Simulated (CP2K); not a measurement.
# CuO in CP2K: the effect of functional

Crystal: CuO.

```
Cu O
1.0
     3.28802    0.00000    0.00000
    -1.64401    2.84751    0.00000
     0.00000    0.00000    5.38502
Cu O
2 2
Direct
  0.66667 0.33333 0.00000
  0.33333 0.66667 0.50000
  0.66667 0.33333 0.62520
  0.33333 0.66667 0.12520
```

Measurements of this composition are mostly on another form, of space group No. 15.

Alike in all runs:

| Quantity | Value |
| --- | --- |
| Program | CP2K 2026.2 |
| Task | band structure |
| Potentials or basis | POTENTIAL_UZH Cu GTH-PBE-q11, O GTH-PBE-q6; TZVP-MOLOPT-PBE-GTH basis |
| Density cutoff | 11565 eV |
| k mesh | 9 × 9 × 5 |
| Occupations | fermi-dirac, width 0.05 eV |
| Spin | no spin polarisation |

```csv
functional,pressure (GPa)
PBE,-7.5
LDA,?
PBEsol,-13.2
WC,-12.8
optB88-vdW,-8.0
RPBE,-4.0
TASK,-13.0
```

Problem. What does the run with functional LDA give?

Solution. Pressure -16.9 GPa.

Caveats: the basis of atomic orbitals isn't converged, which shifts pressures, moduli and gaps; the run has no spin polarisation, though such a crystal can be magnetic; the potentials were made for another functional, which shifts forces and pressure (some runs).
